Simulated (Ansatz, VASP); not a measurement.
# LiF (LiF (Fm-3m)) in two plane-wave programs

One calculation is typed for both programs; each brings its own data sets. How far apart do they land? The two relaxations start from unlike cells of this crystal (the structure described is Ansatz's start), so only their ends are compared.

Program: Ansatz 0.2.0. Level of theory: plane waves, with VASP 6.6.1 beside it; relaxation of cell and atoms at PBEsol. Results are calculated unless marked as measured.

## 1. Starting point

The structure is cubic, space group Fm-3m (No. 225). The conventional cell has a = 4.083 Å, b = 4.083 Å, c = 4.083 Å, α = 90.00°, β = 90.00°, γ = 90.00°. Li has 6 F at 2.04 Å nearest. F has 6 Li at 2.04 Å nearest. Farther neighbours and most contacts between anions are not listed.

As a file:

```xyz
2
Lattice="0.0000 2.0417 2.0417 2.0417 0.0000 2.0417 2.0417 2.0417 0.0000" Properties=species:S:1:pos:R:3 pbc="T T T"
Li    0.0000    0.0000    0.0000
F     2.0420    2.0420    2.0420
```

## 2. VASP: relaxation of cell and atoms, PBEsol

The relaxed volume is the usual yardstick between codes: in a stiff, nearly cubic crystal its relative difference is about their pressure difference at one cell divided by the bulk modulus.

Lines of VASP's logs that name or quote its potential files are left out, and so is its time.

The input, INCAR:

```
SYSTEM = LiF
PREC = Accurate
ENCUT = 750
EDIFF = 1E-07
NELM = 120
ISMEAR = 0
SIGMA = 0.01
LREAL = .FALSE.
ALGO = Normal
GGA = PS
NBANDS = 11
LORBIT = 11
LWAVE = .FALSE.
LCHARG = .FALSE.
ISIF = 3
IBRION = 2
NSW = 80
EDIFFG = -0.005
LASPH = .TRUE.
GGA_COMPAT = .FALSE.
NELMIN = 4
EFERMI = MIDGAP
```

The input, POSCAR:

```
LiF
1.0
   -0.0000009179      2.0018848626      2.0018848626
    2.0018848626     -0.0000009179      2.0018848626
    2.0018848626      2.0018848626     -0.0000009179
Li F
1 1
Direct
    0.0000078856      0.0000078856      0.0000078856
    0.5000621536      0.5000621536      0.5000621536
```

The input, KPOINTS:

```
Automatic mesh
0
Gamma
12 12 12
0 0 0
```

PAW data sets: Li_sv and F (PBE family, release 64).

Launch:

```
> mpirun -np 1 vasp_std
```

Numbers of over 12 decimals in the logs are rounded to 6 here.

Output:

```text
[banner, memory and clock lines left out]
running    1 mpi-ranks, on    1 nodes
 distrk:  each k-point on    1 cores,    1 groups
 distr:  one band on    1 cores,    1 groups

 POSCAR found type information on POSCAR LiF
 POSCAR found :  2 types and       2 ions
|                                                                             |
|               ----> ADVICE to this user running VASP <----                  |
|                                                                             |
|     You enforced a specific xc type in the INCAR file but a different       |
|     [... a line on the potential file left out ...]
|     I HOPE YOU KNOW WHAT YOU ARE DOING!                                     |
|                                                                             |

 LDA part: xc-table for (Slater+PW92), standard interpolation
 POSCAR, INCAR and KPOINTS ok, starting setup
 FFT: planning ... GRIDC
 FFT: planning ... GRID_SOFT
 FFT: planning ... GRID
 WAVECAR not read
 entering main loop
       N       E                     dE             d eps       ncg     rms          rms(c)
DAV:   1     0.445880919959E+02    0.44588E+02   -0.67699E+03  4206   0.121E+03
DAV:   2    -0.856239710806E+01   -0.53150E+02   -0.51974E+02  4827   0.230E+02
DAV:   3    -0.102591902847E+02   -0.16968E+01   -0.16906E+01  5235   0.368E+01
DAV:   4    -0.102805196286E+02   -0.21329E-01   -0.21327E-01  5152   0.446E+00
DAV:   5    -0.102807401767E+02   -0.22055E-03   -0.22055E-03  5426   0.331E-01    0.405E+00
DAV:   6    -0.985848149462E+01    0.42226E+00   -0.20299E+00  4830   0.949E+00    0.140E+00
DAV:   7    -0.985574306482E+01    0.27384E-02   -0.17555E-02  5752   0.129E+00    0.847E-01
DAV:   8    -0.985758080603E+01   -0.18377E-02   -0.12555E-02  5723   0.137E+00    0.110E-01
DAV:   9    -0.985758974895E+01   -0.89429E-05   -0.11000E-03  4993   0.322E-01    0.448E-02
DAV:  10    -0.985764206754E+01   -0.52319E-04   -0.11245E-04  4690   0.876E-02    0.886E-03
DAV:  11    -0.985764157676E+01    0.49079E-06   -0.38954E-06  5666   0.218E-02    0.174E-03
DAV:  12    -0.985764157999E+01   -0.32336E-08   -0.60664E-07  4887   0.767E-03
   1 F= -.98576416E+01 E0= -.98576416E+01  d E =-.985764E+01
 curvature:   0.00 expect dE= 0.000E+00 dE for cont linesearch  0.000E+00
 trial: gam= 0.00000 g(F)=  0.465E-07 g(S)=  0.408E-04 ort = 0.000E+00 (trialstep = 0.100E+01)
 search vector abs. value=  0.409E-04
 bond charge predicted
       N       E                     dE             d eps       ncg     rms          rms(c)
DAV:   1    -0.985793051405E+01   -0.28894E-03   -0.49572E-03  4533   0.620E-01    0.134E-01
DAV:   2    -0.985767217304E+01    0.25834E-03   -0.13591E-03  4734   0.263E-01    0.252E-02
DAV:   3    -0.985766694851E+01    0.52245E-05   -0.88947E-06  5011   0.316E-02    0.142E-02
DAV:   4    -0.985766432152E+01    0.26270E-05   -0.28958E-06  6222   0.159E-02    0.936E-04
DAV:   5    -0.985766435138E+01   -0.29869E-07   -0.13245E-07  4500   0.367E-03
   2 F= -.98576644E+01 E0= -.98576644E+01  d E =-.227714E-04
 trial-energy change:   -0.000023  1 .order   -0.000027   -0.000041   -0.000012
 step:   1.4392(harm=  1.4392)  dis= 0.00003  next Energy=    -9.857671 (dE=-0.294E-04)
 reached required accuracy - stopping structural energy minimisation
```

Parts of OUTCAR (step 2):

```text
ion  position               nearest neighbor table
   1  0.000  0.000  0.000-   2 2.00   2 2.00   2 2.00   2 2.00   2 2.00   2 2.00
   2  0.500  0.500  0.500-   1 2.00   1 2.00   1 2.00   1 2.00   1 2.00   1 2.00

  LATTYP: Found a face centered cubic cell.
 ALAT       =     4.0037697252

 Subroutine GETGRP returns: Found  6 space group operations
 (whereof  6 operations were pure point group operations)

The static configuration has the point symmetry C_3v.

 Found    189 irreducible k-points:

   k-points           NKPTS =    189   k-points in BZ     NKDIM =    189   number of bands    NBANDS=     11

   dimension x,y,z NGX =    28 NGY =   28 NGZ =   28
   dimension x,y,z NGXF=    56 NGYF=   56 NGZF=   56

   ENCUT  =  750.0 eV  55.12 Ry    7.42 a.u.   6.32  6.32  6.32*2*pi/ulx,y,z

   NELECT =      10.0000    total number of electrons

 k-points in reciprocal lattice and weights: Automatic mesh
   0.00000000  0.00000000  0.00000000       0.001
   0.08333333  0.00000000  0.00000000       0.003
   0.08333333  0.08333333  0.08333333       0.001
   0.16666667  0.00000000  0.00000000       0.003
   0.16666667  0.16666667  0.16666667       0.001
   0.25000000  0.00000000  0.00000000       0.003
   0.25000000  0.25000000  0.25000000       0.001
   0.33333333  0.00000000  0.00000000       0.003
   0.33333333  0.33333333  0.33333333       0.001
[...]
-0.33333333  0.50000000  0.16666667       0.007
  -0.25000000  0.50000000  0.25000000       0.003

 average (electrostatic) potential at core
       1 -60.3938       2 -76.5845

 E-fermi :   3.5450

 k-point     1 :       0.0000    0.0000    0.0000
  band No.  band energies     occupation
      1     -41.1478      2.00000
      2     -20.9143      2.00000
      3      -0.9971      2.00000
      4      -0.9971      2.00000
      5      -0.9971      2.00000
      6       8.0871      0.00000
      7      23.0909      0.00000
      8      23.0909      0.00000
      9      23.0909      0.00000
     10      23.3143      0.00000
    ...

 k-point     2 :       0.0833    0.0000    0.0000
  band No.  band energies     occupation
      1     -41.1432      2.00000
      2     -20.8859      2.00000
      3      -1.2096      2.00000
      4      -1.0141      2.00000
      5      -1.0141      2.00000
      6       8.2957      0.00000
      7      20.7626      0.00000
      8      22.0304      0.00000
      9      22.0304      0.00000
     10      24.2081      0.00000
    ...

 k-point     3 :       0.0833    0.0833    0.0833
  band No.  band energies     occupation
      1     -41.1432      2.00000
      2     -20.8859      2.00000
      3      -1.2096      2.00000
      4      -1.0141      2.00000
      5      -1.0141      2.00000
      6       8.2957      0.00000
      7      20.7626      0.00000
      8      22.0304      0.00000
      9      22.0304      0.00000
     10      24.2081      0.00000
    ...

  Total       -0.0072350     -0.0072350     -0.0072350      0.0000012      0.0000012      0.0000012
  in kB       -0.7236833     -0.7236833     -0.7236833      0.0001181      0.0001181      0.0001181
  external PRESSURE =      -0.7236833 kB  Pullay stress =       0.0000000 kB

  energy-cutoff  :      750.00
  volume of cell :       16.02
      direct lattice vectors                 reciprocal lattice vectors
    -0.000000975  2.000737751  2.000737751    -0.249907633  0.249907754  0.249907754
     2.000737751 -0.000000975  2.000737751     0.249907754 -0.249907633  0.249907754
     2.000737751  2.000737751 -0.000000975     0.249907754  0.249907754 -0.249907633

 POSITION                                       TOTAL-FORCE (eV/Angst)
 -----------------------------------------------------------------------------------
      0.00005      0.00005      0.00005         0.000332      0.000332      0.000332
      2.00097      2.00097      2.00097        -0.000332     -0.000332     -0.000332
 -----------------------------------------------------------------------------------
    total drift:                               -0.000012     -0.000012     -0.000012

  FREE ENERGIE OF THE ION-ELECTRON SYSTEM (eV)
  ---------------------------------------------------
  free  energy   TOTEN  =        -9.8576643514 eV

  energy  without entropy=       -9.8576643514  energy(sigma->0) =       -9.85766435

 reached required accuracy - stopping structural energy minimisation

 total charge
# of ion       s       p       d       tot
------------------------------------------
    1        2.019   0.056   0.000   2.074
    2        1.721   4.403   0.000   6.125
--------------------------------------------------
tot          3.740   4.459   0.000   8.199

[... 3 further parts left out ...]
```

CONTCAR:

```
LiF
   1.00000000000000
    -0.0000009747446654    2.0007377509048383    2.0007377509048383
     2.0007377509048383   -0.0000009747446654    2.0007377509048383
     2.0007377509048383    2.0007377509048383   -0.0000009747446654
  Li              F
     1     1
Direct
     0.0000127133348484    0.0000127133348484    0.0000127133348484
     0.5000573258651486    0.5000573258651486    0.5000573258651486
```

## 3. Ansatz: relaxation of cell and atoms, PBEsol

Ansatz runs on its default PAW (the set named soft_2) files.

Its own start cell and the same functional and mesh now go to Ansatz.

The input, input.yaml:

```yaml
crystal:
  lattice:
    - [0.0, 2.0417136, 2.0417136]
    - [2.0417136, 0.0, 2.0417136]
    - [2.0417136, 2.0417136, 0.0]
  atoms:
    - { symbol: Li, position: [0.0, 0.0, 0.0] }
    - { symbol: F, position: [0.5, 0.5, 0.5] }
basis:
  ecutwfc: 420
  xc_grid: 2
hamiltonian:
  xc: pbesol
kpoints:
  mp_grid: { grid: [12, 12, 12] }
scf:
  occupations: { method: fixed }
  max_iter: 100
relax:
  f_tol: 0.005
  max_steps: 60
  cell: {}
output:
  forces: true
  stress: true
checkpoint:
  write: "../cell.run"
  compress: false
  write_wavefunctions: false
  write_every: 100000
```

Launch:

```
> ansatz run input.yaml --threads 32 --pin off --max-ram 84787MiB --backend cpu --events-out ev --progress --plain --runs-dir out
```

Output:

```text
Engine: ansatz 0.2.0, aarch64-unknown-linux-gnu
Pseudopotentials: kind: paw
Pseudopotential: Li, paw, valence charge 3, recommended cutoff 420 eV (normal), Li.paw.azcp
Pseudopotential: F, paw, valence charge 7, recommended cutoff 420 eV (normal), F.paw.azcp
Functional definition: PBEsol
  exchange = pbesol_x
  correlation = pbesol_c
Crystal: 2 atoms, lattice volume = 17.022 Å³
Basis set: ecut = 420 eV, 331 PW (Γ), exchange–correlation on 40×40×40 points (8 copies of the dense FFT grid, shifted against one another)
Bands: 9, of which v1, the nominal top of the filled ones, is band 5 counted from 1 (4 counted from 0)
Symmetry: 48 space group operations
Space group: Fm-3m (ITA 225), of the structure as read, at distance tolerance 2.6e-5 Å
k-points: 72 of 1728
Non-local potential: Li, projectors of the file, l = 0: 3, l = 1: 2, l = 2: 1
Non-local potential: F, projectors of the file, l = 0: 2, l = 1: 2, l = 2: 1
PAW form: soft (Blöchl's): semilocal exchange-correlation on the pseudo side does not see the compensation charge
PAW frozen core: F, regenerated for the run's functional, and the local potential with it (the file was generated under x = pbe(κ = 0.804, μ = 0.219515), c = pbe(β = 0.066725))
PAW one-centre angular grid: Li, 110 points (default); XC on 64 Gauss nodes
PAW one-centre angular grid: F, 110 points (default); XC on 64 Gauss nodes
Initial density: superposition of atomic densities (neutral atoms: chi_scale 0, normalization atom), corrected by the library's trained network
Initial wavefunctions: pseudopotential atomic-orbital guess
Functional: x = pbesol(κ = 0.804, μ = 0.123457), c = pbesol(β = 0.046)
SCF iter   1: F=—  HF=-1006.553255 eV  |Δ(HF+E_count)|=         —  Δρ=1.34e-2  dr2=1.85e-2  Hψ=3576
preconditioner: auto → none  [insulator: Δε(μ)=8.422 eV  Ē_g=21.941 eV  n_scr=0 (ndim 8)  ℏωp=25.5 eV  f_vac=0.000  ε∞_Penn≈2.3]
SCF iter   2: F=—  HF=-1006.546348 eV  |Δ(HF+E_count)|=   6.91e-3  Δρ=4.53e-3  dr2=1.62e-3  Hψ=1628
[...]
SCF iter   6: F=-1006.545725 eV  HF=-1006.545725 eV  |Δ(HF+E_count)|=   1.13e-8  Δρ=4.97e-6  dr2=3.51e-9  Hψ=1653
SCF 1 converged in 6 iterations: F = -1006.545725 eV  dr2 = 3.51e-9
  greatest PAW one-centre occupation: 1.000 electrons in one spin orbital (limit 2), on the Li atom at site 0 (counted from 0), in its partial waves of l = 0
relax step   1: F+E_penalty+E_count = -1006.54572494 eV  Δ(F+E_penalty+E_count) = +0.000e0 eV  max|allowed force component| = 1.481e-29 eV/Å  Δτ_max = 0.0000 Å  P = -3.604 GPa  Ω = 17.022 Å³  (6 SCF iters, dr2 threshold 1.00e-7 eV, accepted)
[...]
relax step   2: F+E_penalty+E_count = -1006.55263319 eV  Δ(F+E_penalty+E_count) = -6.908e-3 eV  max|allowed force component| = 1.010e-29 eV/Å  Δτ_max = 0.0000 Å  P = -2.429 GPa  Ω = 16.729 Å³  energy of the carried Pulay correction = +1.385e-3 eV  (4 SCF iters, dr2 threshold 2.00e-7 eV, accepted)
[...]
relax step   3: F+E_penalty+E_count = -1006.55965575 eV  Δ(F+E_penalty+E_count) = -7.023e-3 eV  max|allowed force component| = 1.059e-29 eV/Å  Δτ_max = 0.0000 Å  P = +0.124 GPa  Ω = 16.155 Å³  energy of the carried Pulay correction = +4.173e-3 eV  (4 SCF iters, dr2 threshold 2.00e-7 eV, accepted)
[...]
relax step   4: F+E_penalty+E_count = -1006.55953263 eV  Δ(F+E_penalty+E_count) = +1.231e-4 eV  max|allowed force component| = 1.318e-29 eV/Å  Δτ_max = 0.0000 Å  P = -0.002 GPa  Ω = 16.182 Å³  energy of the carried Pulay correction = +4.040e-3 eV  (3 SCF iters, dr2 threshold 3.85e-8 eV, accepted)
[...]
relax step   5: F+E_penalty+E_count = -1006.55654279 eV  Δ(F+E_penalty+E_count) = +2.990e-3 eV  max|allowed force component| = 1.160e-29 eV/Å  Δτ_max = 0.0000 Å  P = -0.396 GPa  Ω = 16.182 Å³  stress off target by 3.96e-1 GPa  SCF on the basis re-selected at this cell (its energy is not comparable with the rows above)  (6 SCF iters)
[...]
relax step   6: F+E_penalty+E_count = -1006.55706371 eV  Δ(F+E_penalty+E_count) = -5.209e-4 eV  max|allowed force component| = 1.008e-29 eV/Å  Δτ_max = 0.0000 Å  P = +0.007 GPa  Ω = 16.098 Å³  energy of the carried Pulay correction = +4.182e-4 eV  (4 SCF iters, dr2 threshold 2.00e-7 eV, accepted)
[...]
relax step   7: F+E_penalty+E_count = -1006.55674947 eV  Δ(F+E_penalty+E_count) = +3.142e-4 eV  max|allowed force component| = 9.072e-30 eV/Å  Δτ_max = 0.0000 Å  P = -0.022 GPa  Ω = 16.098 Å³  stress off target by 2.20e-2 GPa  SCF on the basis re-selected at this cell (its energy is not comparable with the rows above)  (6 SCF iters)
basis re-selected at this cell: Δ(F+E_penalty+E_count) = +3.142e-4 eV, ΔP = -0.029 GPa vs the last step (what re-selecting the basis moved, of the pressure what is left beyond the Pulay correction that the steps carried, after the strain that the cell walked since its last selection, with what the two solves' SCF thresholds leave and, on support functions, any second-order correction that the steps lacked; it is no m
SCF converged after 6 iterations
Free energy (F): -1006.556749 eV
Harris-Foulkes:  -1006.556749 eV  (|F-HF|=1.14e-13)
Internal energy: -1006.556749 eV  (E = F + TS)
E sigma→0 (E₀):  -1006.556749 eV
Fermi energy:    1.023158 eV
--- Per-component energies (eV) ---
  E_band       = -116.100582
  E_kinetic    = 229.972151
  E_local      = -634.905436  (includes V_loc(G=0)·N_el)
  E_nonlocal   = 40.838361
  E_hartree    = 221.209902
  E_xc         = -90.336762
  E_vxc        = -116.637419  (∫ρ·V_xc dr)
  E_paw        = -213.489353  (= ΣΔE_a)
  E_vpaw       = -77.790138  (= ΣTr[D̂ρ^β])
  E_aug_tail   = 0.002111  (compensation charges beyond the density's cutoff)
  E_ewald      = -559.890166
  E_core_change = 0.042443  (= ΣΔE_core)
  E_smearing   = -0.000000  (= −TS)
  E_closure    = 0.000000  (closes the sum)
  Σ components = -1006.556749   (vs F -1006.556749, Δ=0.00e0)
--- Forces (eV/Å), atoms counted from 1 ---
  atom   1  Li    -0.00000000     0.00000000    -0.00000000
  atom   2  F      0.00000000     0.00000000    -0.00000000
  max |Σ_I F_I| component: 1.76e-29 eV/Å
--- Stress (GPa, compression-positive) ---
       -0.021977      -0.000000      -0.000000
       -0.000000      -0.021977       0.000000
       -0.000000       0.000000      -0.021977
  P = ⅓ Tr σ = -0.0220 GPa (-0.220 kbar)
--- Relaxed structure (5 steps of the walk, 5 accepted, 2 SCFs on fresh bases) ---
  F+E_penalty+E_count = -1006.55674947 eV   max|allowed force component| = 9.072e-30 eV/Å   (the final SCF, on the basis selected at the relaxed cell)
  cell:  # Å, volume = 16.0979 Å³
    - [0, 2.004070, 2.004070]
    - [2.004070, 0, 2.004070]
    - [2.004070, 2.004070, 0]
  atoms:
    - { symbol: Li, position: [0, 0, 0] }
    - { symbol: F, position: [0.5, 0.5, 0.5] }
```

## 4. Differences

Known differences besides the potentials themselves: fixed occupations in Ansatz, narrow Gaussian smearing in VASP; the cutoff is 420 eV in Ansatz and 750 eV in VASP; Ansatz makes its cores anew for this functional, VASP keeps those of its PBE data sets; Ansatz adds a Pulay correction to the stress that steers its cell, VASP none. Total energies have different zeros and are not compared.

The two programs side by side:

| quantity | Ansatz | VASP | difference |
| --- | --- | --- | --- |
| volume (Å³) | 16.10 | 16.02 | +0.50 % |
| edge a after relaxation, in the typed setting (Å) | 2.834 | 2.829 | +0.17 % |

## 5. What came out

* difference in volume (relaxation of cell and atoms, PBEsol): 0.50 %

**Reading.** The difference in volume is 0.50 % (relaxation of cell and atoms, PBEsol), within the 1.2 % picked in this series as the mark of a large difference, as far as the stopping tolerances let one tell. How closely two codes agree says nothing of how well the functional describes the real material.

[Lines on the potential files, build, host, timing and source positions are cut from VASP's logs without a mark.]

[Logs are printed without paths, hosts, clocks, repeated set-up lines and the standing remarks that a program may print on its own settings, such as how far it seeks lower states.]

[Hosts, paths, dates, database ids (printed as entryN), source tags and the programs' standing remarks are cut or masked in the printed files.]
